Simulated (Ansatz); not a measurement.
# C: the cost of one run

Method: DFT PBE, scalar-relativistic, in Ansatz 0.2.0.

## (1) The system as given

Symmetry: Fd-3m, No. 227, cubic system. The conventional cell has a = 3.567 Å, b = 3.567 Å, c = 3.567 Å, α = 90.00°, β = 90.00°, γ = 90.00°. Around C (site symmetry -43m) lie 4 C at 1.54 Å.

As a file:

```
CELL_PARAMETERS angstrom
0.00000 1.78340 1.78340
1.78340 0.00000 1.78340
1.78340 1.78340 0.00000
ATOMIC_POSITIONS crystal
C 0.50000 0.50000 0.50000
C 0.75000 0.75000 0.75000
```

Atoms are numbered in the order of the input: C1, C2.

## (2) The deformed structure

Space group Fd-3m before, R-3m after.

## (3) LAPW, all electrons

The input, input.yaml:

```yaml
crystal:
  lattice:
    - [0.035668, 1.801234, 1.801234]
    - [1.801234, 0.035668, 1.801234]
    - [1.801234, 1.801234, 0.035668]
  atoms:
    - { symbol: C, position: [0.5, 0.5, 0.5] }
    - { symbol: C, position: [0.75, 0.75, 0.75] }
kpoints:
  mp_grid: { grid: [20, 20, 20] }
  band_path:
    path:
      - [0.0, 0.0, 0.0]
      - [0.5, 0.5, 0.5]
      - [0.2451701269, 0.5, 0.7548298731]
      - [-0.2451701269, 0.2451701269, 0.5]
      - [0.0, 0.0, 0.5]
      - [0.0, 0.0, 0.0]
      - [-0.3725850634, 0.0, 0.3725850634]
      - [0.0, 0.3725850634, 0.6274149366]
      - [0.0, 0.5, 0.5]
    npoints: 5
scf:
  occupations: { method: fermi_dirac, width: 0.08 }
hamiltonian:
  xc: pbe
  pseudopotentials: { kind: all_electron, lapw: { basis_error: 0.0005 } }
output:
  forces: true
  stress: true
  eigenvalues: true
```

Launch:

```sh
$ ansatz run input.yaml --threads 1 --pin off --max-ram 3072MiB --backend cpu --events-out ev --progress --plain --runs-dir out
```

What time and memory should one allow on 1 thread of Intel Xeon 6975P-C (Granite Rapids), shared host?

About 27 s, with a peak of 0.8 GiB.
